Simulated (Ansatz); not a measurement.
## What strain does to ZnS (zincblende)

ZnS in the zincblende structure, relaxed with r2SCAN in Ansatz. The symmetry is F-43m (No. 216, cubic); conventional cell a = 5.388 Å, 19.55 Å³ an atom. Around Zn lie 4 S at 2.33 Å; around S lie 4 Zn at 2.33 Å.

The axes x, y and z are those of this cell:
```
Zn S
1.0
     0.00000    2.69409    2.69409
     2.69409    0.00000    2.69409
     2.69409    2.69409    0.00000
Zn S
1 1
Direct
  0.00000 0.00000 0.00000
  0.25000 0.25000 0.25000
```

Unstrained: PBE gives a direct gap of 2.147 eV at Γ. With r2SCAN the gap is 2.705 eV and direct, at Γ. With HSE06 the gap is 3.378 eV and direct, at Γ. Meshes: PBE 8×8×8, r2SCAN 8×8×8, HSE06 6×6×6. Strains are changes of length per length. After each strain the atoms were relaxed again with r2SCAN within the symmetry that the strain leaves, so tilts or polar shifts that break it weren't tested; points keep the names that they have in the unstrained zone. The values are computed, spin-unpolarised, and not measurements.

Changes of the least gap in eV (an overlap counts as a negative gap):

| strain | volume change (%) | space group | PBE | r2SCAN | HSE06 | energy rise, r2SCAN (meV/atom) |
| --- | --- | --- | --- | --- | --- | --- |
| epitaxial -4.0 % in the xy plane, free normal strain +4.67 % | -3.5 | I-4m2 | +0.008 | +0.016 | +0.014 | 20.5 |
| epitaxial -3.0 % in the xy plane, free normal strain +3.51 % | -2.6 | I-4m2 | +0.013 | +0.018 | +0.018 | 11.3 |
| epitaxial -2.0 % in the xy plane, free normal strain +2.38 % | -1.7 | I-4m2 | +0.011 | +0.014 | +0.015 | 4.9 |
| epitaxial -1.0 % in the xy plane, free normal strain +1.22 % | -0.8 | I-4m2 | +0.006 | +0.007 | +0.008 | 1.2 |
| epitaxial +1.0 % in the xy plane, free normal strain -1.17 % | +0.8 | I-4m2 | -0.085 | -0.089 | -0.091 | 1.1 |
| epitaxial +2.0 % in the xy plane, free normal strain -2.40 % | +1.5 | I-4m2 | -0.165 | -0.172 | -0.176 | 4.4 |
| epitaxial +3.0 % in the xy plane, free normal strain -3.67 % | +2.2 | I-4m2 | -0.241 | -0.250 | -0.257 | 9.6 |
| epitaxial +4.0 % in the xy plane, free normal strain -4.98 % | +2.8 | I-4m2 | -0.313 | -0.323 | -0.334 | 16.8 |

Epitaxial -4.0 % in the xy plane, free normal strain +4.67 %. HSE06: the gap goes from 3.378 to 3.392 eV (+0.014 eV); with r2SCAN the top three valence levels at Γ, degenerate before, become 2+1 from the top over 387 meV. Stress change with r2SCAN, compression positive: xx +4.32, yy +4.32, zz -0.04 GPa.

Epitaxial -3.0 % in the xy plane, free normal strain +3.51 %. HSE06: the gap goes from 3.378 to 3.396 eV (+0.018 eV); with r2SCAN the top three valence levels at Γ, degenerate before, become 2+1 from the top over 277 meV. Stress change with r2SCAN, compression positive: xx +3.14, yy +3.14, zz -0.01 GPa.

Epitaxial -2.0 % in the xy plane, free normal strain +2.38 %. HSE06: the gap goes from 3.378 to 3.393 eV (+0.015 eV); with r2SCAN the top three valence levels at Γ, degenerate before, become 2+1 from the top over 177 meV. Stress change with r2SCAN, compression positive: xx +2.01, yy +2.01, zz -0.03 GPa.

Epitaxial -1.0 % in the xy plane, free normal strain +1.22 %. HSE06: the gap goes from 3.378 to 3.386 eV (+0.008 eV); with r2SCAN the top three valence levels at Γ, degenerate before, become 2+1 from the top over 85 meV. Stress change with r2SCAN, compression positive: xx +0.96, yy +0.96, zz -0.04 GPa.

Epitaxial +1.0 % in the xy plane, free normal strain -1.17 %. HSE06: the gap goes from 3.378 to 3.287 eV (-0.091 eV); with r2SCAN the top three valence levels at Γ, degenerate before, become 1+2 from the top over 76 meV. Stress change with r2SCAN, compression positive: xx -0.94, yy -0.94, zz -0.04 GPa.

Epitaxial +2.0 % in the xy plane, free normal strain -2.40 %. HSE06: the gap goes from 3.378 to 3.202 eV (-0.176 eV); with r2SCAN the top three valence levels at Γ, degenerate before, become 1+2 from the top over 146 meV. Stress change with r2SCAN, compression positive: xx -1.80, yy -1.80, zz -0.03 GPa.

Epitaxial +3.0 % in the xy plane, free normal strain -3.67 %. HSE06: the gap goes from 3.378 to 3.121 eV (-0.257 eV); with r2SCAN the top three valence levels at Γ, degenerate before, become 1+2 from the top over 211 meV. Stress change with r2SCAN, compression positive: xx -2.61, yy -2.61, zz -0.02 GPa.

Epitaxial +4.0 % in the xy plane, free normal strain -4.98 %. HSE06: the gap goes from 3.378 to 3.044 eV (-0.334 eV); with r2SCAN the top three valence levels at Γ, degenerate before, become 1+2 from the top over 270 meV. Stress change with r2SCAN, compression positive: xx -3.35, yy -3.35, zz +0.01 GPa.

The meshes of the hybrids are coarse, so their gaps aren't converged to the digits shown.

The splittings at Γ are without spin-orbit coupling, which regroups them where it is of like size or larger.
